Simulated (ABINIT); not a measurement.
BaS:

```
Ba S
1.0
     0.00000    3.19375    3.19375
     3.19375    0.00000    3.19375
     3.19375    3.19375    0.00000
Ba S
1 1
Direct
  0.00000 0.00000 0.00000
  0.50000 0.50000 0.50000
```

Base run:

* Program: ABINIT 10.8.3 (patched build)
* Functional: PBE
* Potentials or basis: SPMS NC PBE v1.0
* Cutoff: 490 eV
* k mesh: 6 × 6 × 6
* Occupations: fixed
* Spin: no spin polarisation

Its results: band gap on the k mesh 2.21 eV, indirect (least direct gap 2.32 eV); pressure 0.7 GPa.

Task: The run is repeated on the same cell with these changes: functional from PBE to PBEsol. What comes out?

Result: Band gap on the k mesh 2.07 eV, indirect (least direct gap 2.18 eV); pressure -1.2 GPa.

PBEsol binds more tightly than PBE, so the same cell stands under less pressure.

Caveats: spin-orbit coupling is left out, which moves the levels of the heavy elements; the potentials were made for another functional, which shifts forces and pressure (some runs).

A k mesh can miss the band edges.
